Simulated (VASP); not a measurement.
# GaN (P6_3mc) in VASP: a series of runs

Aim: see how the results for GaN move with the level of theory and the settings. Levels: LDA, r2SCAN, TB-mBJ, PBE. Tasks: band structure, evGW0 quasiparticle levels.

All numbers are computed with VASP 6.6.1; they aren't measurements. Logs are shortened: lines on timing, memory, paths and dates and some standing lists are left out, and cuts for length are marked.

**The experiment to reproduce.**

“Studying electronic properties in GaN without electrical contacts using γ-γ vs e−-γ Perturbed Angular Correlations”, 2019, pmc:6823545 quotes, for a bulk crystal of GaN: band gap 3.503 ± 0.005 eV (direct).

The results are compared with them further down.

**1. The crystal as given**

Symmetry: P6_3mc, No. 186, hexagonal system. Conventional cell: a = 3.180 Å, b = 3.180 Å, c = 5.166 Å, α = 90.00°, β = 90.00°, γ = 120.00°. Ga (site symmetry 3m) has 4 N at 1.94 to 1.95 Å as nearest neighbours. Around N (site symmetry 3m) lie 4 Ga at 1.94 to 1.95 Å.

**2. Band structure, LDA, spin-orbit coupling, no magnetisation**

INCAR reads:

```
  PREC = Accurate
  ENCUT = 520
  EDIFF = 1E-6
  ISMEAR = 0
  SIGMA = 0.02
  LREAL = F
  LASPH = T
  NELM = 60
  ALGO = Fast
  ISIF = 2
  LWAVE = F
  LCHARG = F
  MAGMOM = 0 0 0 0 0 0 0 0 0 0 0 0
  LORBIT = 11
  LSORBIT = T
  GGA_COMPAT = F
  KPAR = 2
```

KPOINTS reads:

```
regular mesh
0
Gamma
  8 8 4
```

POSCAR reads:

```
GaN
1.0
    3.1800000000      0.0000000000      0.0000000000
   -1.5900000000      2.7539607840      0.0000000000
    0.0000000000      0.0000000000      5.1660000000
Ga N
2 2
Direct
    0.6666666667      0.3333333333      0.5000000000
    0.3333333333      0.6666666667      0.0000000000
    0.6666666667      0.3333333333      0.8750000000
    0.3333333333      0.6666666667      0.3750000000
```

KPOINTS_OPT reads:

```
path GMKGALHA,LM,KH
20
line-mode
reciprocal
 0.0000000000  0.0000000000  0.0000000000  G
 0.5000000000  0.0000000000  0.0000000000  M

 0.5000000000  0.0000000000  0.0000000000  M
 0.3333333333  0.3333333333  0.0000000000  K

 0.3333333333  0.3333333333  0.0000000000  K
 0.0000000000  0.0000000000  0.0000000000  G

 0.0000000000  0.0000000000  0.0000000000  G
 0.0000000000  0.0000000000  0.5000000000  A

 0.0000000000  0.0000000000  0.5000000000  A
 0.5000000000  0.0000000000  0.5000000000  L

 0.5000000000  0.0000000000  0.5000000000  L
 0.3333333333  0.3333333333  0.5000000000  H

 0.3333333333  0.3333333333  0.5000000000  H
 0.0000000000  0.0000000000  0.5000000000  A

 0.5000000000  0.0000000000  0.5000000000  L
 0.5000000000  0.0000000000  0.0000000000  M

 0.3333333333  0.3333333333  0.0000000000  K
 0.3333333333  0.3333333333  0.5000000000  H
```

Potentials or basis: VASP PAW LDA potentials, release 64 (Ga_d, N).

On the command line:

```bash
cat potpaw_LDA.64/Ga_d/POTCAR potpaw_LDA.64/N/POTCAR > POTCAR
mpirun -np 2 vasp_ncl > vasp.out
```

OUTCAR:

```text
PREC = Accurate
   ENCUT = 520
   EDIFF = 1E-6
   ISMEAR = 0
   LREAL = F
   LASPH = T
   NELM = 60
   ISIF = 2
   LORBIT = 11
   LSORBIT = T

 ion  position               nearest neighbor table
   1  0.667  0.333  0.500-   3 1.94   4 1.95   4 1.95   4 1.95
   2  0.333  0.667  0.000-   4 1.94   3 1.95   3 1.95   3 1.95
   3  0.667  0.333  0.875-   1 1.94   2 1.95   2 1.95   2 1.95
   4  0.333  0.667  0.375-   2 1.94   1 1.95   1 1.95   1 1.95

  LATTYP: Found a hexagonal cell.
 ALAT       =     3.1800000000
 C/A-ratio  =     1.6245283019

  Lattice vectors:

 A1 = (   3.1800000000,   0.0000000000,   0.0000000000)
 A2 = (  -1.5900000000,   2.7539607840,   0.0000000000)
 A3 = (   0.0000000000,   0.0000000000,   5.1660000000)

Analysis of symmetry for initial positions (statically):
=====================================================================
 Subroutine PRICEL returns:
 Original cell was already a primitive cell.

 Routine SETGRP: Setting up the symmetry group for a
 hexagonal supercell.

 Subroutine GETGRP returns: Found 12 space group operations
 (whereof  6 operations were pure point group operations)
 out of a pool of 24 trial point group operations.

The static configuration has the point symmetry C_3v.
 The point group associated with its full space group is C_6v.

Analysis of symmetry for dynamics (positions and initial velocities):
=====================================================================
 Subroutine PRICEL returns:
 Original cell was already a primitive cell.

 Routine SETGRP: Setting up the symmetry group for a
 hexagonal supercell.

 Subroutine GETGRP returns: Found 12 space group operations
 (whereof  6 operations were pure point group operations)
 out of a pool of 24 trial point group operations.

The dynamic configuration has the point symmetry C_3v.
 The point group associated with its full space group is C_6v.

Analysis of structural, dynamic, and magnetic symmetry:
=====================================================================
 Subroutine PRICEL returns:
 Original cell was already a primitive cell.

 Routine SETGRP: Setting up the symmetry group for a
 hexagonal supercell.

 Subroutine GETGRP returns: Found 12 space group operations
 (whereof  6 operations were pure point group operations)
 out of a pool of 24 trial point group operations.

The overall configuration has the point symmetry C_3v.
 The point group associated with its full space group is C_6v.

 Subroutine INISYM returns: Found 12 space group operations
 (whereof  6 operations are pure point group operations),
 and found     1 'primitive' translations

----------------------------------------------------------------------------------------

                                     Primitive cell

  volume of cell :      45.2417

  direct lattice vectors                    reciprocal lattice vectors
     3.180000000  0.000000000  0.000000000     0.314465409  0.181556688  0.000000000
    -1.590000000  2.753960784  0.000000000     0.000000000  0.363113377  0.000000000
     0.000000000  0.000000000  5.166000000     0.000000000  0.000000000  0.193573364

  length of vectors
     3.180000000  3.180000000  5.166000000     0.363113377  0.363113377  0.193573364

  position of ions in fractional coordinates (direct lattice)
     0.666666667  0.333333333  0.500000000
     0.333333333  0.666666667  0.000000000
     0.666666667  0.333333333  0.875000000
     0.333333333  0.666666667  0.375000000

  ion indices of the primitive-cell ions
   primitive index   ion index
                 1           1
                 2           2
                 3           3
                 4           4

----------------------------------------------------------------------------------------

 KPOINTS: regular mesh

Automatic generation of k-mesh.
 Grid dimensions read from file:
[... 88 lines left out ...]
  Thomas-Fermi vector in A             =   2.626345
   LORBIT       =     11    0 simple, 1 ext, 2 COOP (PROOUT), +10 PAW based schemes
   GGA     = CA    functional components
   LHFCALC =     F    Hartree Fock is set to
   AEXX    =    0.0000 exact exchange contribution
   IVDW    =     0    specifies the selected vdW correction
   LEPSILON=     F    determine dielectric tensor
   LRPA    =     F    only Hartree local field effects (RPA)
 RMM-DIIS sequential band-by-band and
 Gauss-broadening in eV      SIGMA  =   0.02
  energy-cutoff  :      520.00
  volume of cell :       45.24
 maximum number of plane-waves:      2472
   NGX = 11   NGY = 11   NGZ = 19

 number of electron      35.9999999 magnetization       0.0000000      0.0000000      0.0000000

 number of electron      35.9999999 magnetization      -0.0000000     -0.0000000     -0.0000000

 number of electron      35.9999999 magnetization      -0.0000000      0.0000000     -0.0000000

 number of electron      35.9999999 magnetization       0.0000000     -0.0000000      0.0000000

 Free energy of the ion-electron system (eV)
  ---------------------------------------------------
  ext. energy  EPLUGINS =         0.00000000
  ---------------------------------------------------
  free energy    TOTEN  =       -27.91176864 eV

  energy without entropy =      -27.91176864  energy(sigma->0) =      -27.91176864

 E-fermi :   5.2972     XC(G=0): -12.1739

 val. band max:        5.1863098203   @ k =   0.0000   0.0000   0.0000
 cond. band min:       7.1718878149   @ k =   0.0000   0.0000   0.0000
 fundamental gap:      1.9855779945
 Fermi energy:         5.2971871702

 k-point     1 :       0.0000    0.0000    0.0000
  band No.  band energies     occupation
      1     -10.7576      1.00000
      2     -10.7576      1.00000
      3      -9.8633      1.00000
      4      -9.8633      1.00000
      5      -8.5705      1.00000
      6      -8.5705      1.00000
[... 1117 lines left out ...]
     43      13.2373      0.00000
     44      13.2575      0.00000

 [... further k-points ...]

------------------------ aborting loop because EDIFF is reached ----------------------------------------

  FORCE on cell =-STRESS in cart. coord.  units (eV):
  Direction    XX          YY          ZZ          XY          YZ          ZX
  --------------------------------------------------------------------------------------
  -------------------------------------------------------------------------------------
  Total       -1.1674716     -1.1674716     -0.5574726      0.0000000      0.0000000     -0.0000000
  in kB      -41.3444909    -41.3444909    -19.7421663      0.0000000      0.0000000     -0.0000000
  external PRESSURE =     -34.1437161 kB  Pullay stress =       0.0000000 kB

 VOLUME and BASIS-vectors are now :
 -----------------------------------------------------------------------------
  energy-cutoff  :      520.00
  volume of cell :       45.24
      direct lattice vectors                 reciprocal lattice vectors
     3.180000000  0.000000000  0.000000000     0.314465409  0.181556688  0.000000000
    -1.590000000  2.753960784  0.000000000     0.000000000  0.363113377  0.000000000
     0.000000000  0.000000000  5.166000000     0.000000000  0.000000000  0.193573364

 POSITION                                       TOTAL-FORCE (eV/Angst)
 -----------------------------------------------------------------------------------
      1.59000      0.91799      2.58300         0.000000      0.000000     -0.127708
     -0.00000      1.83597      0.00000         0.000000     -0.000000     -0.127708
      1.59000      0.91799      4.52025         0.000000     -0.000000      0.127708
     -0.00000      1.83597      1.93725        -0.000000      0.000000      0.127708
 -----------------------------------------------------------------------------------
    total drift:                               -0.000000      0.000000      0.000711

  FREE ENERGIE OF THE ION-ELECTRON SYSTEM (eV)
  ---------------------------------------------------
  free  energy   TOTEN  =       -27.9117686390 eV

  energy  without entropy=      -27.9117686390  energy(sigma->0) =      -27.91176864

 Spin-Orbit-Coupling matrix elements

 Ion:    1  E_soc:     -0.0112903
 l=   1
     0.0000000    -0.0010427    -0.0010402
    -0.0010427     0.0000000    -0.0010427
    -0.0010402    -0.0010427     0.0000000
 l=   2
     0.0000000    -0.0001661     0.0000000    -0.0001661    -0.0006771
    -0.0001661     0.0000000    -0.0005073    -0.0001633    -0.0001661
     0.0000000    -0.0005073     0.0000000    -0.0005073     0.0000000
    -0.0001661    -0.0001633    -0.0005073     0.0000000    -0.0001661
    -0.0006771    -0.0001661     0.0000000    -0.0001661     0.0000000
 l=   3
     0.0000000     0.0000000     0.0000000     0.0000000     0.0000000     0.0000000     0.0000000
     0.0000000     0.0000000     0.0000000     0.0000000     0.0000000     0.0000000     0.0000000
     0.0000000     0.0000000     0.0000000     0.0000000     0.0000000     0.0000000     0.0000000
     0.0000000     0.0000000     0.0000000     0.0000000     0.0000000     0.0000000     0.0000000
[... 49 lines left out ...]
 l=   2
     0.0000000     0.0000000     0.0000000     0.0000000     0.0000000
     0.0000000     0.0000000     0.0000000     0.0000000     0.0000000
     0.0000000     0.0000000     0.0000000     0.0000000     0.0000000
     0.0000000     0.0000000     0.0000000     0.0000000     0.0000000
     0.0000000     0.0000000     0.0000000     0.0000000     0.0000000
 l=   3
     0.0000000     0.0000000     0.0000000     0.0000000     0.0000000     0.0000000     0.0000000
     0.0000000     0.0000000     0.0000000     0.0000000     0.0000000     0.0000000     0.0000000
     0.0000000     0.0000000     0.0000000     0.0000000     0.0000000     0.0000000     0.0000000
     0.0000000     0.0000000     0.0000000     0.0000000     0.0000000     0.0000000     0.0000000
     0.0000000     0.0000000     0.0000000     0.0000000     0.0000000     0.0000000     0.0000000
     0.0000000     0.0000000     0.0000000     0.0000000     0.0000000     0.0000000     0.0000000
     0.0000000     0.0000000     0.0000000     0.0000000     0.0000000     0.0000000     0.0000000

 total charge

# of ion       s       p       d       tot
------------------------------------------
    1        0.798   0.921  10.184  11.902
    2        0.798   0.921  10.184  11.902
    3        1.209   2.496   0.000   3.705
    4        1.209   2.496   0.000   3.705
--------------------------------------------------
tot          4.014   6.834  20.367  31.215

 magnetization (x)

# of ion       s       p       d       tot
------------------------------------------
    1        0.000   0.000   0.000   0.000
    2       -0.000   0.000   0.000   0.000
    3        0.000   0.000   0.000   0.000
    4        0.000  -0.000   0.000  -0.000
--------------------------------------------------
tot          0.000   0.000   0.000   0.000

 magnetization (y)

# of ion       s       p       d       tot
------------------------------------------
    1        0.000   0.000   0.000   0.000
    2        0.000   0.000  -0.000  -0.000
    3       -0.000   0.000   0.000   0.000
    4        0.000   0.000   0.000   0.000
--------------------------------------------------
tot         -0.000   0.000  -0.000   0.000

 magnetization (z)

# of ion       s       p       d       tot
------------------------------------------
    1       -0.000   0.000   0.000   0.000
    2       -0.000  -0.000   0.000  -0.000
    3        0.000   0.000   0.000   0.000
    4        0.000   0.000   0.000   0.000
--------------------------------------------------
tot          0.000   0.000   0.000   0.000
```

Run time: 2.5 min. Hardware: 2 MPI ranks of Intel Xeon 6975P-C (Granite Rapids), shared host; peak memory 0.35 GiB.

Results:

```yaml
Free_energy: -27.9118 eV
Pressure: -3.4 GPa
Largest_force: 0.128 eV/Å
Valence_electrons_inside_the_program's_atomic_spheres: Ga 11.90; N 3.71
```

Forces in eV/Å, atoms in the order of the input:
```
Ga   0.000  0.000 -0.128
Ga   0.000  0.000 -0.128
N    0.000  0.000  0.128
N    0.000  0.000  0.128
```

Stress tensor (GPa, compression positive):
```
-4.13  0.00  0.00
 0.00 -4.13  0.00
 0.00  0.00 -1.97
```

(Continued in part 2 of 3.)
